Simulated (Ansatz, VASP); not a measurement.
Two plane-wave programs on BAs

```
B As
1.0
     0.00000    2.38394    2.38394
     2.38394    0.00000    2.38394
     2.38394    2.38394    0.00000
B As
1 1
Direct
  0.00000 0.00000 0.00000
  0.75000 0.75000 0.75000
```

Alike in both runs: functional PBEsol; k mesh 10 × 10 × 10; occupations gaussian, width 0.02 eV; no spin polarisation.

Ansatz relaxed the structure, and its values are those at the end. VASP's run is a single point on that final structure, the one shown.

|  | VASP | Ansatz |
| --- | --- | --- |
| version | VASP 6.6.1 | Ansatz 0.2.0 |
| potentials or method | VASP PAW PBE potentials, release 64 (B, As) | scalar-relativistic, plane waves, PAW |
| plane-wave cutoff (eV) | 520 | 420 |
| valence electrons in the cell | 8 | 18 |

Ansatz gave:

- gap on the k mesh at the Fermi level (eV): 1.08
- least direct gap on the mesh (eV): 3.25
- pressure (GPa): 0.0

Problem. Which values does VASP return?

Solution. gap on the k mesh at the Fermi level (eV): 1.07; least direct gap on the mesh (eV): 3.25; pressure (GPa): 0.9.

The functional is the same, so the differences come from potentials, cutoffs and numerics. The two sets of potentials don't hold the same shells in valence.

Caveats: the PAW data sets were made with another functional, which shifts forces and pressure a little (VASP). A k mesh can miss the band edges. A hybrid or GW would open this gap; PBEsol tends to underestimate it.
